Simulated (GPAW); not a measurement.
# MgB2 (P6/mmm) in GPAW: further runs, part 2 of 3

GPAW 26.7.0. Earlier steps stand in the parts before.

## Step 3: Relaxation of cell and atoms, BLYP+D3(BJ), target pressure 1 GPa, at which the enthalpy is minimised

run.py

```python
from ase import Atoms
from ase.calculators.mixing import SumCalculator
from ase.filters import FrechetCellFilter
from ase.io import write
from ase.optimize import FIRE
from ase.units import GPa
from dftd3.ase import DFTD3
from gpaw import GPAW, PW, setup_paths

setup_paths.insert(0, '.')

atoms = Atoms(['Mg', 'B', 'B'],
              cell=[[3.085, 0.0, 0.0],
                    [-1.5425, 2.6716883707, 0.0],
                    [0.0, 0.0, 3.523]],
              scaled_positions=[[0.0, 0.0, 0.0],
                                [0.6666666667, 0.3333333333, 0.5],
                                [0.3333333333, 0.6666666667, 0.5]],
              pbc=True)

calc = GPAW(mode=PW(800),
            xc='BLYP',
            kpts={'size': (10, 10, 8), 'gamma': True},
            occupations={'name': 'fermi-dirac', 'width': 0.05},
            nbands=17,
            convergence={'density': 1e-05, 'forces': 0.0001},
            eigensolver='davidson',
            maxiter=150,
            txt='gpaw.txt')
atoms.calc = SumCalculator([calc, DFTD3(method='blyp', damping='d3bj')])
opt = FIRE(FrechetCellFilter(atoms, scalar_pressure=1 * GPa), trajectory='relax.traj', logfile='-')
done = opt.run(fmax=0.01, steps=40)
calc.write('gs.gpw')
write('result.traj', atoms)
print('Converged:', done)
print('Cell:', atoms.cell.cellpar().round(4))
print('Volume:', round(atoms.get_volume(), 4))
print(atoms.get_scaled_positions().round(5))
```

Potentials or basis: PAW data sets generated in the run's folder for this functional, pw.

Started as:

```console
> gpaw-setup -f BLYP B Mg
> OMP_NUM_THREADS=1 python run.py
```

gpaw.txt:

```text
__  _  _
 | _ |_)|_||  |
 |__||  | ||/\| - 26.7.0

Input parameters:
  mode=PW(ecut=800.0),
  convergence={'density': 1e-05, 'forces': 0.0001},
  eigensolver=Davidson(niter=2),
  kpts=MonkhorstPack(size=(10, 10, 8), gamma=True),
  maxiter=150,
  nbands=17,
  occupations=Occupations(name='fermi-dirac', width=0.05),
  xc=XC(name='BLYP')

Diagonalizing LCAO Hamiltonian
Converting LCAO to pw mode

         B  B

       Mg

Atoms  # Å, Bohr magnetons
|   | symbol |         x |        y |        z |    initial magnetic moments |
|---|--------|-----------|----------|----------|-----------------------------|
| 0 |     Mg |  0.000000 | 0.000000 | 0.000000 | ( 0.0000,  0.0000,  0.0000) |
| 1 |      B |  1.542500 | 0.890563 | 1.761500 | ( 0.0000,  0.0000,  0.0000) |
| 2 |      B | -0.000000 | 1.781126 | 1.761500 | ( 0.0000,  0.0000,  0.0000) |

Unit cell  # Å
| periodic |         x |        y |        z |  lengths |     angles |
|----------|-----------|----------|----------|----------|------------|
|      yes |  3.085000 | 0.000000 | 0.000000 | 3.085000 |  90.000000 |
|      yes | -1.542500 | 2.671688 | 0.000000 | 3.085000 |  90.000000 |
|      yes |  0.000000 | 0.000000 | 3.523000 | 3.523000 | 120.000000 |

Number of symmetries: 24
Symmetry operations  # r_c * U_cc + t_c -> r_c
|    | kind |            matrix            |
|----|------|------------------------------|
|  0 |  σ   |  1, 1, 0,  0,-1, 0,  0, 0, 1 |
|  1 |  C2  |  1, 1, 0,  0,-1, 0,  0, 0,-1 |
|  2 |  C6  |  1, 1, 0, -1, 0, 0,  0, 0, 1 |
|  3 |  S6  |  1, 1, 0, -1, 0, 0,  0, 0,-1 |
|  4 |  E   |  1, 0, 0,  0, 1, 0,  0, 0, 1 |
|  5 |  σ   |  1, 0, 0,  0, 1, 0,  0, 0,-1 |
|  6 |  σ   |  1, 0, 0, -1,-1, 0,  0, 0, 1 |
|  7 |  C2  |  1, 0, 0, -1,-1, 0,  0, 0,-1 |
|  8 |  σ   |  0, 1, 0,  1, 0, 0,  0, 0, 1 |
[... 148 lines left out ...]
SCF iterations
|iter     | |      energy | eigst |  dens |force |
|---------|-|-------------|-------|-------|------|
|iter:   1| |  -15.026443 | +0.00 |       |      |
|iter:   2| |  -14.717339 | -1.13 | -0.91 |      |
|iter:   3| |  -13.305774 | -1.22 | -0.95 |      |
|iter:   4| |  -13.305260 | -3.25 | -1.74 |      |
|iter:   5| |  -13.309010c| -3.65 | -2.03 |      |
|iter:   6| |  -13.309004c| -5.12 | -3.08 |      |
|iter:   7| |  -13.309010c| -6.20 | -3.60 |      |
|iter:   8| |  -13.309010c| -7.50c| -4.26 |      |
|iter:   9| |  -13.309010c| -8.69c| -4.95 |      |
|iter:  10| |  -13.309010c| -9.51c| -5.48c|      |
|iter:  11| |  -13.309010c|-10.69c| -6.60c|-16.30c|
[... 485 lines left out ...]
SCF iterations
|iter     | |      energy | eigst |  dens |force |
|---------|-|-------------|-------|-------|------|
|iter:   1| |  -13.301428 |       |       |      |
|iter:   2| |  -13.301384 | -4.34 | -2.59 |      |
|iter:   3| |  -13.301139c| -4.71 | -2.62 |      |
|iter:   4| |  -13.301099c| -5.99 | -3.51 |      |
|iter:   5| |  -13.301100c| -6.50 | -3.94 |      |
|iter:   6| |  -13.301100c| -7.28 | -4.39 |      |
|iter:   7| |  -13.301100c| -8.36c| -5.21c|      |
|iter:   8| |  -13.301100c| -9.69c| -5.91c|-16.32c|

Converged in 8 steps
Energy contributions relative to reference atoms: (reference = -6794.644082)

Energy contributions:
  Kinetic:          12.432546
  Coulomb:          -7.721198
  Zero:             -0.072530
  External:          0.000000
  Xc:              -17.936920
  Entropy:          -0.005997
  Spinorbit:         0.000000
  ----------------------------
  Free energy:     -13.304099
  Extrapolated:    -13.301100
[... 222 lines left out ...]
SCF iterations
|iter     | |      energy | eigst |  dens |force |
|---------|-|-------------|-------|-------|------|
|iter:   1| |  -13.286021 |       |       |      |
|iter:   2| |  -13.285930 | -4.07 | -2.44 |      |
|iter:   3| |  -13.285438c| -4.42 | -2.47 |      |
|iter:   4| |  -13.285363c| -5.71 | -3.36 |      |
|iter:   5| |  -13.285364c| -6.21 | -3.80 |      |
|iter:   6| |  -13.285365c| -7.00 | -4.25 |      |
|iter:   7| |  -13.285365c| -8.10c| -5.08c|      |
|iter:   8| |  -13.285365c| -9.44c| -5.77c|-16.48c|

Converged in 8 steps
Energy contributions relative to reference atoms: (reference = -6794.644082)

Energy contributions:
  Kinetic:          14.031949
  Coulomb:          -8.907849
  Zero:             -0.073384
  External:          0.000000
  Xc:              -18.333055
  Entropy:          -0.006051
  Spinorbit:         0.000000
  ----------------------------
  Free energy:     -13.288390
  Extrapolated:    -13.285365
[... 222 lines left out ...]
SCF iterations
|iter     | |      energy | eigst |  dens |force |
|---------|-|-------------|-------|-------|------|
|iter:   1| |  -13.256609 |       |       |      |
|iter:   2| |  -13.256467 | -3.93 | -2.36 |      |
|iter:   3| |  -13.255723c| -4.27 | -2.39 |      |
|iter:   4| |  -13.255619c| -5.56 | -3.28 |      |
|iter:   5| |  -13.255620c| -6.04 | -3.71 |      |
|iter:   6| |  -13.255620c| -6.83 | -4.17 |      |
|iter:   7| |  -13.255620c| -7.98c| -5.02c|      |
|iter:   8| |  -13.255620c| -9.32c| -5.70c|-16.48c|

Converged in 8 steps
Energy contributions relative to reference atoms: (reference = -6794.644082)

Energy contributions:
  Kinetic:          15.980438
  Coulomb:         -10.349105
  Zero:             -0.074460
  External:          0.000000
  Xc:              -18.809450
  Entropy:          -0.006088
  Spinorbit:         0.000000
  ----------------------------
  Free energy:     -13.258665
  Extrapolated:    -13.255620
[... 222 lines left out ...]
SCF iterations
|iter     | |      energy | eigst |  dens |force |
|---------|-|-------------|-------|-------|------|
|iter:   1| |  -13.212353 |       |       |      |
|iter:   2| |  -13.212160 | -3.86 | -2.32 |      |
|iter:   3| |  -13.211200c| -4.20 | -2.34 |      |
|iter:   4| |  -13.211072c| -5.49 | -3.23 |      |
|iter:   5| |  -13.211073c| -5.98 | -3.67 |      |
|iter:   6| |  -13.211074c| -6.73 | -4.12 |      |
|iter:   7| |  -13.211074c| -7.97c| -5.02c|      |
|iter:   8| |  -13.211074c| -9.25c| -5.62c|-16.10c|

Converged in 8 steps
Energy contributions relative to reference atoms: (reference = -6794.644082)

Energy contributions:
  Kinetic:          18.087811
  Coulomb:         -11.902591
  Zero:             -0.075707
  External:          0.000000
  Xc:              -19.317563
  Entropy:          -0.006049
  Spinorbit:         0.000000
  ----------------------------
  Free energy:     -13.214098
  Extrapolated:    -13.211074
[... 27 lines left out ...]
Stress tensor  # eV/Ang^3
|         x |         y |         z |
|-----------|-----------|-----------|
| -0.095523 |  0.000000 |  0.000000 |
|  0.000000 | -0.095523 |  0.000000 |
|  0.000000 |  0.000000 | -0.071817 |

Forces  # eV/Ang
|        x |       y |       z |
|----------|---------|---------|
|  0.00000 | 0.00000 | 0.00000 |  # Mg   0
|  0.00000 | 0.00000 | 0.00000 |  # B    1
| -0.00000 | 0.00000 | 0.00000 |  # B    2

Interpolating wave functions to new cell
[... 1712 lines left out ...]
Stress tensor  # eV/Ang^3
|         x |         y |         z |
|-----------|-----------|-----------|
| -0.087644 |  0.000000 |  0.000000 |
|  0.000000 | -0.087644 |  0.000000 |
|  0.000000 |  0.000000 | -0.073139 |

Forces  # eV/Ang
|        x |       y |       z |
|----------|---------|---------|
|  0.00000 | 0.00000 | 0.00000 |  # Mg   0
| -0.00000 | 0.00000 | 0.00000 |  # B    1
|  0.00000 | 0.00000 | 0.00000 |  # B    2

Interpolating wave functions to new cell
[... 479 lines left out ...]
Stress tensor  # eV/Ang^3
|         x |         y |         z |
|-----------|-----------|-----------|
| -0.083206 |  0.000000 |  0.000000 |
|  0.000000 | -0.083206 |  0.000000 |
|  0.000000 |  0.000000 | -0.074661 |

Forces  # eV/Ang
|        x |       y |       z |
|----------|---------|---------|
|  0.00000 | 0.00000 | 0.00000 |  # Mg   0
| -0.00000 | 0.00000 | 0.00000 |  # B    1
|  0.00000 | 0.00000 | 0.00000 |  # B    2

Interpolating wave functions to new cell
[... 232 lines left out ...]
Stress tensor  # eV/Ang^3
|         x |         y |         z |
|-----------|-----------|-----------|
| -0.080732 |  0.000000 |  0.000000 |
|  0.000000 | -0.080732 |  0.000000 |
|  0.000000 |  0.000000 | -0.075993 |

Forces  # eV/Ang
|       x |        y |       z |
|---------|----------|---------|
| 0.00000 | -0.00000 | 0.00000 |  # Mg   0
| 0.00000 |  0.00000 | 0.00000 |  # B    1
| 0.00000 | -0.00000 | 0.00000 |  # B    2

Interpolating wave functions to new cell
[... 546 lines left out ...]
  Monkhorst-Pack size: [10, 10, 8]
  Monkhorst-Pack shift: [0.05, 0.05, 0.0625]

K-points  # in reciprocal-cell coordinates
|     |        
[... cut ...]
nvalues  # (at kpt = [0.000, 0.000, 0.000])
| band index |      eig [eV] | occ [0-2] |
|------------|---------------|-----------|
|          0 |       -67.167 |     2.000 |
|          1 |       -34.122 |     2.000 |
|          2 |       -34.122 |     2.000 |
|          3 |       -34.108 |     2.000 |
|          4 |        -4.382 |     2.000 |
|          5 |         5.464 |     2.000 |
|          6 |         8.607 |     0.027 |
|          7 |         8.607 |     0.027 |
|          8 |        10.656 |     0.000 |
|          9 |        14.905 |     0.000 |
|         10 |        14.905 |     0.000 |
|         11 |        17.019 |     0.000 |
|         12 |        18.730 |     0.000 |
|         13 |        21.991 |     0.000 |
|        ... |               |           |
[... 743 lines left out ...]
Stress tensor  # eV/Ang^3
|         x |         y |         z |
|-----------|-----------|-----------|
| -0.078877 |  0.000000 |  0.000000 |
|  0.000000 | -0.078877 |  0.000000 |
|  0.000000 |  0.000000 | -0.081064 |

Forces  # eV/Ang
|       x |        y |       z |
|---------|----------|---------|
| 0.00000 |  0.00000 | 0.00000 |  # Mg   0
| 0.00000 | -0.00000 | 0.00000 |  # B    1
| 0.00000 |  0.00000 | 0.00000 |  # B    2

Interpolating wave functions to new cell
[... 730 lines left out ...]
Forces  # eV/Ang
|        x |        y |       z |
|----------|----------|---------|
| -0.00000 | -0.00000 | 0.00000 |  # Mg   0
| -0.00000 |  0.00000 | 0.00000 |  # B    1
|  0.00000 | -0.00000 | 0.00000 |  # B    2

# Writing to gs.gpw (mode='')
```

Run time: 3.5 min. Hardware: 1 thread of Intel Xeon 6975P-C (Granite Rapids), shared host; peak memory 0.47 GiB.

Results:

| Property | Result |
| --- | --- |
| Free energy | -15.2034 eV |
| Relaxed volume | 8.97 Å³/atom |
| Relaxed cell | a = 3.022 Å, b = 3.022 Å, c = 3.402 Å, α = 90.00°, β = 90.00°, γ = 120.00° |
| Space group after relaxing (to 0.05 Å) | P6/mmm (No. 191) |
| Energy change on relaxing (the enthalpy is what falls) | -19.7 meV/atom |
| Ionic steps | 28 |
| Pressure after relaxing | 0.9 GPa |
| Band gap on the k mesh | none (metal or under the smearing width) |
| Dispersion energy per atom | -0.660 eV |

Stress tensor (GPa, compression positive):
```
0.90 0.00 0.00
0.00 0.90 0.00
0.00 0.00 1.00
```

The path:
```csv
step,energy change (eV),largest force (eV/Å),pressure (GPa),volume (Å³)
1,0.0000,0.0000,-9.66,29.04
2,-0.0105,0.0000,-8.83,28.85
3,-0.0276,0.0000,-7.17,28.50
4,-0.0450,0.0000,-4.73,28.01
5,-0.0556,0.0000,-1.63,27.44
6,-0.0550,0.0000,1.89,26.85
7,-0.0551,0.0000,1.86,26.85
8,-0.0553,0.0000,1.80,26.86
9,-0.0557,0.0000,1.72,26.87
10,-0.0561,0.0000,1.61,26.88
11,-0.0566,0.0000,1.49,26.90
12,-0.0571,0.0000,1.34,26.91
13,-0.0577,0.0000,1.19,26.93
14,-0.0582,0.0000,1.02,26.95
15,-0.0588,0.0000,0.83,26.97
16,-0.0592,0.0000,0.65,26.98
17,-0.0594,0.0000,0.52,26.99
18,-0.0595,0.0000,0.46,26.98
19,-0.0595,0.0000,0.47,26.98
20,-0.0595,0.0000,0.49,26.98
21,-0.0595,0.0000,0.51,26.97
22,-0.0594,0.0000,0.55,26.97
23,-0.0594,0.0000,0.59,26.96
24,-0.0594,0.0000,0.64,26.96
25,-0.0593,0.0000,0.69,26.95
26,-0.0593,0.0000,0.76,26.94
27,-0.0592,0.0000,0.84,26.93
28,-0.0591,0.0000,0.93,26.91
```

Final structure:
```yaml
crystal:
  lattice:
    - [3.02234, 0.00000, 0.00000]
    - [-1.51117, 2.61742, 0.00000]
    - [0.00000, 0.00000, 3.40200]
  atoms:
    - { symbol: Mg, position: [0.00000, 0.00000, 0.00000] }
    - { symbol: B, position: [0.66667, 0.33333, 0.50000] }
    - { symbol: B, position: [0.33333, 0.66667, 0.50000] }
```

Caveat: later steps reuse the first step's grids; pairwise dispersion overbinds metals, which lowers pressure and volume.

## Step 4: Relaxation of cell and atoms, BLYP+D4

Changes to run.py since step 3:

```diff
@@ -4,5 +4,4 @@
 from ase.io import write
-from ase.optimize import FIRE
-from ase.units import GPa
-from dftd3.ase import DFTD3
+from ase.optimize import BFGS
+from dftd4.ase import DFTD4
 from gpaw import GPAW, PW, setup_paths
@@ -29,5 +28,5 @@
             txt='gpaw.txt')
-atoms.calc = SumCalculator([calc, DFTD3(method='blyp', damping='d3bj')])
-opt = FIRE(FrechetCellFilter(atoms, scalar_pressure=1 * GPa), trajectory='relax.traj', logfile='-')
-done = opt.run(fmax=0.01, steps=40)
+atoms.calc = SumCalculator([calc, DFTD4(method='blyp')])
+opt = BFGS(FrechetCellFilter(atoms), trajectory='relax.traj', logfile='-')
+done = opt.run(fmax=0.02, steps=40)
 calc.write('gs.gpw')
```

Started as:

```console
> gpaw-setup -f BLYP B Mg
> OMP_NUM_THREADS=1 python run.py
```

Wall time 2.4 min (1 thread of Intel Xeon 6975P-C (Granite Rapids), shared host); peak memory 0.36 GiB.

It converged, with:

| Property | Result |
| --- | --- |
| Free energy | -14.5799 eV |
| Relaxed volume | 9.19 Å³/atom |
| Relaxed cell | a = 3.047 Å, b = 3.047 Å, c = 3.427 Å, α = 90.00°, β = 90.00°, γ = 120.00° |
| Space group after relaxing (to 0.05 Å) | P6/mmm (No. 191) |
| Energy gained by relaxing | 11.2 meV/atom |
| Ionic steps | 7 |
| Pressure after relaxing | -0.1 GPa |
| Band gap on the k mesh | none (metal or under the smearing width) |
| Dispersion energy per atom | -0.438 eV |

Stress tensor (GPa, compression positive):
```
-0.11  0.00  0.00
 0.00 -0.11  0.00
 0.00  0.00 -0.04
```

The path:
```tsv
step	energy change (eV)	largest force (eV/Å)	pressure (GPa)	volume (Å³)
1	0.0000	0.0000	-7.04	29.04
2	-0.0071	0.0000	-6.23	28.86
3	-0.0306	0.0000	0.39	27.57
4	-0.0311	0.0000	0.13	27.61
5	-0.0330	0.0000	-0.53	27.68
6	-0.0336	0.0000	-0.40	27.62
7	-0.0337	0.0000	-0.09	27.56
```

Final structure:
```xyz
3
Lattice="3.0474 0.0000 0.0000 -1.5237 2.6391 0.0000 0.0000 0.0000 3.4267" Properties=species:S:1:pos:R:3 pbc="T T T"
Mg    0.0000    0.0000    0.0000
B     1.5237    0.8797    1.7134
B     0.0000    1.7594    1.7134
```

Levels at points of the mesh, in eV from the Fermi level:
```tsv
k point	band 5	band 6	band 7	band 8	band 9	band 10	band 11	band 12
(0.00, 0.00, 0.00)	-12.64	-2.88	0.20	0.20	2.21	6.41	6.41	8.38
(0.00, 0.00, 0.50)	-11.25	-7.54	0.61	0.61	6.75	6.76	8.03	10.33
(0.50, 0.00, 0.00)	-8.70	-7.99	-2.34	0.26	3.26	4.07	5.93	7.72
(0.50, 0.00, 0.50)	-7.67	-7.01	-3.63	-2.03	-1.28	6.05	9.15	9.23
(0.50, 0.50, 0.00)	-8.70	-7.99	-2.34	0.26	3.26	4.07	5.93	7.72
(0.50, 0.50, 0.50)	-7.67	-7.01	-3.63	-2.03	-1.28	6.05	9.15	9.23
```

Caveat: later steps reuse the first step's grids; pairwise dispersion overbinds metals, which lowers pressure and volume.

[end of part 2 of 3]
